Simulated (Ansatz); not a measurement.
# HfO2: a stacking-fault curve

This session takes HfO2 and sets out to slide the crystal rigidly across a (0 0 1) plane.

Computed with Ansatz 0.2.0 (DFT r2SCAN, scalar-relativistic, plane waves, PAW, unless a step's input says otherwise).

### 1 Starting point

The structure is cubic, space group Fm-3m (No. 225). The conventional cell has a = 5.115 Å, b = 5.115 Å, c = 5.115 Å, α = 90.00°, β = 90.00°, γ = 90.00°. Around Hf (site symmetry m-3m) lie 8 O at 2.21 Å. O (site symmetry -43m) has 4 Hf at 2.21 Å in its first shell of neighbours.

As a file:

```xyz
12
Lattice="-2.5575 -2.5575 0.0000 2.5575 -2.5575 0.0000 0.0000 0.0000 10.2300" Properties=species:S:1:pos:R:3 pbc="T T T"
Hf    0.0000    0.0000    0.0000
Hf    0.0000   -2.5575    2.5575
Hf    0.0000    0.0000    5.1150
Hf    0.0000   -2.5575    7.6725
O    -1.2788   -1.2788    1.2788
O     1.2788   -1.2788    3.8363
O    -1.2788   -1.2788    6.3938
O     1.2788   -1.2788    8.9512
O    -1.2788   -1.2788    3.8363
O     1.2788   -1.2788    6.3938
O    -1.2788   -1.2788    8.9512
O     1.2788   -1.2788    1.2788
```

No relaxation comes first: the listed cell is the starting point.

### 2 Zero of energy

The cell is repeated 4 times, 12 atoms in all. The reference gives a free energy of -67504.6435 eV, pressure -8.43 GPa, largest force 0.000 eV/Å and gap on the mesh 4.21 eV. It was computed beforehand with the settings of the runs below.

### 3 Next: a stacking-fault curve

The cut lies on the cell's a–b face, a (0 0 1) plane of area 13.08 Å², between layers 1.28 Å apart (Hf below, O above); the cell is 10.2 Å thick. Vector c is tilted by f times 1·a + 0·b (length 3.617 Å) with the atoms' Cartesian places fixed: one unrelaxed fault per cell.

### 4 Point f = 0.200

The input, input.yaml:

```yaml
crystal:
  lattice:
    - [-2.5575, -2.5575, 0.0]
    - [2.5575, -2.5575, 0.0]
    - [-0.5115, -0.5115, 10.23]
  atoms:
    - { symbol: Hf, position: [-0.1875, 0.0, 0.9375] }
    - { symbol: Hf, position: [0.4625, 0.5, 0.1875] }
    - { symbol: Hf, position: [-0.0875, 0.0, 0.4375] }
    - { symbol: Hf, position: [0.3625, 0.5, 0.6875] }
    - { symbol: O, position: [0.4875, 0.0, 0.0625] }
    - { symbol: O, position: [-0.0625, 0.5, 0.3125] }
    - { symbol: O, position: [0.3875, 0.0, 0.5625] }
    - { symbol: O, position: [-0.1625, 0.5, 0.8125] }
    - { symbol: O, position: [0.4375, 0.0, 0.3125] }
    - { symbol: O, position: [-0.1125, 0.5, 0.5625] }
    - { symbol: O, position: [0.3375, 0.0, 0.8125] }
    - { symbol: O, position: [-0.0125, 0.5, 0.0625] }
basis:
  ecutwfc: 500
kpoints:
  mp_grid: { grid: [6, 6, 3] }
hamiltonian:
  xc: r2scan
scf:
  occupations: { method: gaussian, width: 0.05 }
output:
  forces: true
  stress: true
  eigenvalues: true
```

Command:

```bash
$ ansatz run input.yaml --threads 2 --pin off --max-ram 5120MiB --backend cpu --events-out ev --progress --plain --runs-dir out
```

The log of the run, cut to the lines that bear on the results:

```text
Warning: RAYON_NUM_THREADS=2 ignored (pool sized by the plan → 2); use --threads N
[...]
Pseudopotentials: kind: paw
Pseudopotential: Hf, paw, valence charge 26, recommended cutoff 500 eV (meta_gga), Hf.paw.azcp
Pseudopotential: O, paw, valence charge 6, recommended cutoff 500 eV (meta_gga), O.paw.azcp
Functional definition: r2SCAN
[...]
Crystal: 12 atoms, lattice volume = 133.825 Å³
Basis set: ecut = 500 eV, 3427 PW (Γ), exchange–correlation on 108×108×300 points (64 copies of the dense FFT grid, shifted against one another)
Bands: 92, of which v1, the nominal top of the filled ones, is band 76 counted from 1 (75 counted from 0)
Symmetry: 2 space group operations
Space group: Pm (ITA 6), of the structure as read, at distance tolerance 5.1e-5 Å
k-points: 40 of 108 (time reversal used)
[...]
SCF iter   1: F=—  HF=-67502.432873 eV  |F-HF|=—  |Δ(HF+E_count)|=         —  Δρ=1.16e-2  dr2=2.12e-1  dr2_τ=9.42e-1  ethr=1.77e-3  ⟨swp⟩=5.8  Hψ=11813  notcnv=0  defer=85
[...]
SCF iter   9: F=-67502.647161 eV  HF=-67502.647161 eV  |F-HF|=1.97e-8  |Δ(HF+E_count)|=   4.94e-8  Δρ=7.26e-6  dr2=5.99e-8  dr2_τ=8.67e-9  ethr=6.58e-11  ⟨swp⟩=10.5  Hψ=15861  notcnv=0
[...]
SCF converged after 9 iterations
Free energy (F): -67502.647161 eV
[...]
E sigma→0 (E₀):  -67502.647161 eV
Fermi energy:    17.154450 eV
[...]
--- Forces (eV/Å), atoms counted from 1 ---
  atom   1  Hf    -5.27115782    -5.27115782   -10.47145702
  atom   2  Hf     0.17138589     0.17138589     0.93049501
  atom   3  Hf    -0.00093484    -0.00093484     0.48368310
  atom   4  Hf    -0.05549504    -0.05549504     0.62359792
  atom   5  O      5.12176540     5.12176540     9.11282237
  atom   6  O      0.02534623     0.02534623     0.00713810
  atom   7  O      0.01548492     0.01548492    -0.26754536
  atom   8  O      0.30858469     0.30858469     0.37607037
[...]
--- Stress (GPa, compression-positive) ---
       -1.291226       5.464832      10.230425
        5.464832      -1.291226      10.230425
       10.230426      10.230426       5.195046
  P = ⅓ Tr σ = 0.8709 GPa (8.709 kbar)
--- Band table (eV; the first three rows and the last of 40) ---
[...]
```

Wall time 26 s (2 threads of Intel Xeon 6975P-C (Granite Rapids), shared host); peak memory 0.92 GiB.

### 5 At f = 0.400

The input, input.yaml:

```yaml
crystal:
  lattice:
    - [-2.5575, -2.5575, 0.0]
    - [2.5575, -2.5575, 0.0]
    - [-1.023, -1.023, 10.23]
  atoms:
    - { symbol: Hf, position: [-0.375, 0.0, 0.9375] }
    - { symbol: Hf, position: [0.425, 0.5, 0.1875] }
    - { symbol: Hf, position: [-0.175, 0.0, 0.4375] }
    - { symbol: Hf, position: [0.225, 0.5, 0.6875] }
    - { symbol: O, position: [0.475, 0.0, 0.0625] }
    - { symbol: O, position: [-0.125, 0.5, 0.3125] }
    - { symbol: O, position: [0.275, 0.0, 0.5625] }
    - { symbol: O, position: [-0.325, 0.5, 0.8125] }
    - { symbol: O, position: [0.375, 0.0, 0.3125] }
    - { symbol: O, position: [-0.225, 0.5, 0.5625] }
    - { symbol: O, position: [0.175, 0.0, 0.8125] }
    - { symbol: O, position: [-0.025, 0.5, 0.0625] }
basis:
  ecutwfc: 500
kpoints:
  mp_grid: { grid: [6, 6, 3] }
hamiltonian:
  xc: r2scan
scf:
  occupations: { method: gaussian, width: 0.05 }
output:
  forces: true
  stress: true
  eigenvalues: true
```

Command:

```bash
$ ansatz run input.yaml --threads 2 --pin off --max-ram 5120MiB --backend cpu --events-out ev --progress --plain --runs-dir out
```

The log of the run, cut to the lines that bear on the results:

```text
[...]
SCF converged after 12 iterations
Free energy (F): -67490.229471 eV
[...]
E sigma→0 (E₀):  -67490.229471 eV
Fermi energy:    16.752586 eV
[...]
--- Forces (eV/Å), atoms counted from 1 ---
  atom   1  Hf   -13.67175255   -13.67175255   -72.77781377
  atom   2  Hf     0.11871850     0.11871850     2.89979484
  atom   3  Hf    -0.00124439    -0.00124439     1.34099465
  atom   4  Hf    -0.04320382    -0.04320382     1.72161371
  atom   5  O     13.48986253    13.48986253    67.81664849
  atom   6  O      0.02310810     0.02310810    -0.04321692
  atom   7  O      0.01276331     0.01276331    -0.71770507
  atom   8  O      0.25397971     0.25397971     0.75861849
[...]
--- Stress (GPa, compression-positive) ---
       -0.061625      -0.155331      23.092852
       -0.155331      -0.061625      23.092852
       23.092853      23.092853      97.239352
  P = ⅓ Tr σ = 32.3720 GPa (323.720 kbar)
--- Band table (eV; the first three rows and the last of 40) ---
[...]
```

It took 34 s on 2 threads of Intel Xeon 6975P-C (Granite Rapids), shared host; peak memory 0.95 GiB.

### 6 Point f = 0.100

The input, input.yaml:

```yaml
crystal:
  lattice:
    - [-2.5575, -2.5575, 0.0]
    - [2.5575, -2.5575, 0.0]
    - [-0.25575, -0.25575, 10.23]
  atoms:
    - { symbol: Hf, position: [-0.09375, 0.0, 0.9375] }
    - { symbol: Hf, position: [0.48125, 0.5, 0.1875] }
    - { symbol: Hf, position: [-0.04375, 0.0, 0.4375] }
    - { symbol: Hf, position: [0.43125, 0.5, 0.6875] }
    - { symbol: O, position: [0.49375, 0.0, 0.0625] }
    - { symbol: O, position: [-0.03125, 0.5, 0.3125] }
    - { symbol: O, position: [0.44375, 0.0, 0.5625] }
    - { symbol: O, position: [-0.08125, 0.5, 0.8125] }
    - { symbol: O, position: [0.46875, 0.0, 0.3125] }
    - { symbol: O, position: [-0.05625, 0.5, 0.5625] }
    - { symbol: O, position: [0.41875, 0.0, 0.8125] }
    - { symbol: O, position: [-0.00625, 0.5, 0.0625] }
basis:
  ecutwfc: 500
kpoints:
  mp_grid: { grid: [6, 6, 3] }
hamiltonian:
  xc: r2scan
scf:
  occupations: { method: gaussian, width: 0.05 }
output:
  forces: true
  stress: true
  eigenvalues: true
  write_density: true
  write_potential: true
  elf: true
  volumetric_format: npy
```

Command:

```bash
$ ansatz run input.yaml --threads 2 --pin off --max-ram 5120MiB --backend cpu --events-out ev --progress --plain --runs-dir out
```

The log of the run, cut to the lines that bear on the results:

```text
Warning: RAYON_NUM_THREADS=2 ignored (pool sized by the plan → 2); use --threads N
[...]
Pseudopotentials: kind: paw
Pseudopotential: Hf, paw, valence charge 26, recommended cutoff 500 eV (meta_gga), Hf.paw.azcp
Pseudopotential: O, paw, valence charge 6, recommended cutoff 500 eV (meta_gga), O.paw.azcp
Functional definition: r2SCAN
[...]
Crystal: 12 atoms, lattice volume = 133.825 Å³
Basis set: ecut = 500 eV, 3415 PW (Γ), exchange–correlation on 108×108×300 points (64 copies of the dense FFT grid, shifted against one another)
Bands: 92, of which v1, the nominal top of the filled ones, is band 76 counted from 1 (75 counted from 0)
Symmetry: 2 space group operations
Space group: Pm (ITA 6), of the structure as read, at distance tolerance 5.1e-5 Å
k-points: 40 of 108 (time reversal used)
[...]
SCF converged after 9 iterations
Free energy (F): -67504.346522 eV
[...]
E sigma→0 (E₀):  -67504.346522 eV
Fermi energy:    17.248637 eV
[...]
--- Forces (eV/Å), atoms counted from 1 ---
  atom   1  Hf    -1.11074804    -1.11074804    -1.81774639
  atom   2  Hf     0.08052342     0.08052342     0.22623861
  atom   3  Hf    -0.00211275    -0.00211275     0.12804514
  atom   4  Hf    -0.03170162    -0.03170162     0.16569007
  atom   5  O      1.12518109     1.12518109     1.53900587
  atom   6  O      0.01097896     0.01097896     0.00832938
  atom   7  O      0.00942700     0.00942700    -0.07310925
  atom   8  O      0.17066340     0.17066340     0.10746648
[...]
--- Stress (GPa, compression-positive) ---
       -6.365694       1.677151       2.841938
        1.677151      -6.365694       2.841938
        2.841937       2.841937      -6.358832
  P = ⅓ Tr σ = -6.3634 GPa (-63.634 kbar)
--- Band table (eV; the first three rows and the last of 40) ---
[...]
```

Wall time 38 s (2 threads of Intel Xeon 6975P-C (Granite Rapids), shared host); peak memory 0.93 GiB.

Density in a lattice plane of the grid's cell (edges 3.62 and 10.24 Å, at 0.000 of the third edge), which holds Hf and O.

Ten even steps from '0' (0.02 e/Å³) to '9' (29.52 e/Å³):
```
60000029
40000015
00011000
00021000
00000000
00000000
00000000
00011000
00012000
10000001
92000017
51000004
00011000
00012000
00000000
00000000
00000000
00001000
00012100
10000001
```
Columns run along the first of these edges and rows up along the second, over one cell in 8 and 20 even steps from the bottom left corner. Atoms in the plane (fractional): Hf at (0.91, 0.94), Hf at (0.96, 0.44), O at (0.49, 0.06), O at (0.44, 0.56), O at (0.47, 0.31), O at (0.42, 0.81).

ELF in the same plane.

Ten even steps from ' ' (0.01) to '@' (0.84):
```
@@**  ......@@@@
@@++--##++..%%@@
--::@@%%@@##..==
  ==@@++##@@::  
  ::%%@@@@##::  
    ........    
  ..==****==..  
  --%%@@%%@@--  
  ::@@##**@@--  
@@====@@@@**::%%
@@@@......  ##@@
@@%%..++**::++@@
==..##@@%%@@::--
  ..%%%%==@@++  
  ..**@@@@%%==  
      ......    
    ::++**++::  
  ..##@@%%@@**  
    %%@@==@@++  
%%::--@@@@**==%%
```
Columns run along the first of these edges and rows up along the second, over one cell in 8 and 20 even steps from the bottom left corner. Atoms in the plane (fractional): Hf at (0.91, 0.94), Hf at (0.96, 0.44), O at (0.49, 0.06), O at (0.44, 0.56), O at (0.47, 0.31), O at (0.42, 0.81).

Both are smooth fields of the valence electrons: close to the nuclei they are not physical.

Maxima of ELF outside the ion cores: 0.84 in the shell around O, 0.6 Å from O.

### 7 f = 0.300

The input, input.yaml:

```yaml
crystal:
  lattice:
    - [-2.5575, -2.5575, 0.0]
    - [2.5575, -2.5575, 0.0]
    - [-0.76725, -0.76725, 10.23]
  atoms:
    - { symbol: Hf, position: [-0.28125, 0.0, 0.9375] }
    - { symbol: Hf, position: [0.44375, 0.5, 0.1875] }
    - { symbol: Hf, position: [-0.13125, 0.0, 0.4375] }
    - { symbol: Hf, position: [0.29375, 0.5, 0.6875] }
    - { symbol: O, position: [0.48125, 0.0, 0.0625] }
    - { symbol: O, position: [-0.09375, 0.5, 0.3125] }
    - { symbol: O, position: [0.33125, 0.0, 0.5625] }
    - { symbol: O, position: [-0.24375, 0.5, 0.8125] }
    - { symbol: O, position: [0.40625, 0.0, 0.3125] }
    - { symbol: O, position: [-0.16875, 0.5, 0.5625] }
    - { symbol: O, position: [0.25625, 0.0, 0.8125] }
    - { symbol: O, position: [-0.01875, 0.5, 0.0625] }
basis:
  ecutwfc: 500
kpoints:
  mp_grid: { grid: [6, 6, 3] }
hamiltonian:
  xc: r2scan
scf:
  occupations: { method: gaussian, width: 0.05 }
output:
  forces: true
  stress: true
  eigenvalues: true
```

Command:

```bash
$ ansatz run input.yaml --threads 2 --pin off --max-ram 5120MiB --backend cpu --events-out ev --progress --plain --runs-dir out
```

The log of the run, cut to the lines that bear on the results:

```text
[...]
SCF converged after 11 iterations
Free energy (F): -67497.815621 eV
[...]
E sigma→0 (E₀):  -67497.815621 eV
Fermi energy:    16.944937 eV
[...]
--- Forces (eV/Å), atoms counted from 1 ---
  atom   1  Hf   -12.24441979   -12.24441979   -33.63823479
  atom   2  Hf     0.20310629     0.20310629     1.97164306
  atom   3  Hf    -0.00009903    -0.00009903     0.93642340
  atom   4  Hf    -0.06301045    -0.06301045     1.20510416
  atom   5  O     11.98522545    11.98522545    30.44414320
  atom   6  O      0.03325554     0.03325554    -0.01463099
  atom   7  O      0.01815971     0.01815971    -0.50519023
  atom   8  O      0.35861726     0.35861726     0.63946967
[...]
--- Stress (GPa, compression-positive) ---
        2.500385       6.315703      21.613610
        6.315703       2.500385      21.613610
       21.613606      21.613606      38.875295
  P = ⅓ Tr σ = 14.6254 GPa (146.254 kbar)
--- Band table (eV; the first three rows and the last of 40) ---
[...]
```

It took 30 s on 2 threads of Intel Xeon 6975P-C (Granite Rapids), shared host; peak memory 0.94 GiB.

### 8 f = 0.500

The input, input.yaml:

```yaml
crystal:
  lattice:
    - [-2.5575, -2.5575, 0.0]
    - [2.5575, -2.5575, 0.0]
    - [-1.27875, -1.27875, 10.23]
  atoms:
    - { symbol: Hf, position: [-0.46875, 0.0, 0.9375] }
    - { symbol: Hf, position: [0.40625, 0.5, 0.1875] }
    - { symbol: Hf, position: [-0.21875, 0.0, 0.4375] }
    - { symbol: Hf, position: [0.15625, 0.5, 0.6875] }
    - { symbol: O, position: [0.46875, 0.0, 0.0625] }
    - { symbol: O, position: [-0.15625, 0.5, 0.3125] }
    - { symbol: O, position: [0.21875, 0.0, 0.5625] }
    - { symbol: O, position: [-0.40625, 0.5, 0.8125] }
    - { symbol: O, position: [0.34375, 0.0, 0.3125] }
    - { symbol: O, position: [-0.28125, 0.5, 0.5625] }
    - { symbol: O, position: [0.09375, 0.0, 0.8125] }
    - { symbol: O, position: [-0.03125, 0.5, 0.0625] }
basis:
  ecutwfc: 500
kpoints:
  mp_grid: { grid: [6, 6, 3] }
hamiltonian:
  xc: r2scan
scf:
  occupations: { method: gaussian, width: 0.05 }
output:
  forces: true
  stress: true
  eigenvalues: true
```

Command:

```bash
$ ansatz run input.yaml --threads 2 --pin off --max-ram 5120MiB --backend cpu --events-out ev --progress --plain --runs-dir out
```

The log of the run, cut to the lines that bear on the results:

```text
Warning: crystal.symmetry: narrowed to the stabiliser of the k-point mesh — unitary ops 4 → 2; excluded 2 operations that carry a point of the 6×6×3 mesh (shift [0, 0, 0]) off the mesh (the run samples exactly the mesh kpoints.mp_grid names, as under crystal.symmetry.detect: false, and [...]
Warning: RAYON_NUM_THREADS=2 ignored (pool sized by the plan → 2); use --threads N
[...]
Pseudopotentials: kind: paw
Pseudopotential: Hf, paw, valence charge 26, recommended cutoff 500 eV (meta_gga), Hf.paw.azcp
Pseudopotential: O, paw, valence charge 6, recommended cutoff 500 eV (meta_gga), O.paw.azcp
Functional definition: r2SCAN
[...]
Crystal: 12 atoms, lattice volume = 133.825 Å³
Basis set: ecut = 500 eV, 3415 PW (Γ), exchange–correlation on 108×108×320 points (64 copies of the dense FFT grid, shifted against one another)
Bands: 92, of which v1, the nominal top of the filled ones, is band 76 counted from 1 (75 counted from 0)
Symmetry: 2 space group operations
k-points: 40 of 108 (time reversal used)
[...]
SCF iter   1: F=—  HF=-67489.696056 eV  |F-HF|=—  |Δ(HF+E_count)|=         —  Δρ=5.06e-2  dr2=1.92e1  dr2_τ=1.60e0  ethr=1.77e-3  ⟨swp⟩=4.3  Hψ=13907  notcnv=0  defer=159
[...]
SCF iter  12: F=-67486.028165 eV  HF=-67486.028165 eV  |F-HF|=3.18e-8  |Δ(HF+E_count)|=   4.89e-8  Δρ=8.69e-6  dr2=9.20e-8  dr2_τ=1.10e-8  ethr=6.58e-11  ⟨swp⟩=11.6  Hψ=16184  notcnv=0
[...]
SCF converged after 12 iterations
Free energy (F): -67486.028165 eV
[...]
E sigma→0 (E₀):  -67486.028165 eV
Fermi energy:    16.685902 eV
[...]
--- Forces (eV/Å), atoms counted from 1 ---
  atom   1  Hf    -0.00000798    -0.00000798   -95.13508633
  atom   2  Hf    -0.00000403    -0.00000403     3.24642419
  atom   3  Hf     0.00000031     0.00000031     1.52184467
  atom   4  Hf     0.00000226     0.00000226     1.94911751
  atom   5  O      0.00000840     0.00000840    89.50364514
  atom   6  O      0.00000461     0.00000461    -0.05547459
  atom   7  O     -0.00000240    -0.00000240    -0.81816072
  atom   8  O      0.00000165     0.00000165     0.76166729
[...]
--- Stress (GPa, compression-positive) ---
       -3.999500      -6.045508      -0.000021
       -6.045508      -3.999500      -0.000021
       -0.000021      -0.000021     130.765456
  P = ⅓ Tr σ = 40.9222 GPa (409.222 kbar)
--- Band table (eV; the first three rows and the last of 40) ---
[...]
```

Run time: 34 s. Hardware: 2 threads of Intel Xeon 6975P-C (Granite Rapids), shared host; peak memory 0.95 GiB.

### 9 The scan collected

Collected from the runs (energy zero: the undisturbed cell):

```tsv
f	γ (mJ/m²)	shear traction (GPa)	gap on the mesh (eV)
0.000	0	0.0	4.21
0.100	364	24.8	4.22
0.200	2445	101.9	3.88
0.300	8362	226.6	3.12
0.400	17654	248.0	2.40
0.500	22799	0.0	2.11
```

Not run, since symmetry makes them alike: 0.600 repeats 0.400, 0.800 repeats 0.200, 0.700 repeats 0.300, 0.900 repeats 0.100. Energy, pressure and gap are the same there.

### 10 Summary of results

```
                      quantity                     value
  highest fault energy sampled  22799 mJ/m² at f = 0.500
largest shear traction sampled                 248.0 GPa
```

Of the points run, the one at f = 0.500 is highest, 22799 mJ/m². The values are for rigid blocks: relaxation normal to the plane would bring them down. The gap on the mesh stays between 2.11 and 4.22 eV. Spin-orbit coupling is left out, which matters for the bands of Hf. Where forces pass 15 eV/Å atoms stand far too close, the PAW spheres overlap strongly and those numbers are rough.
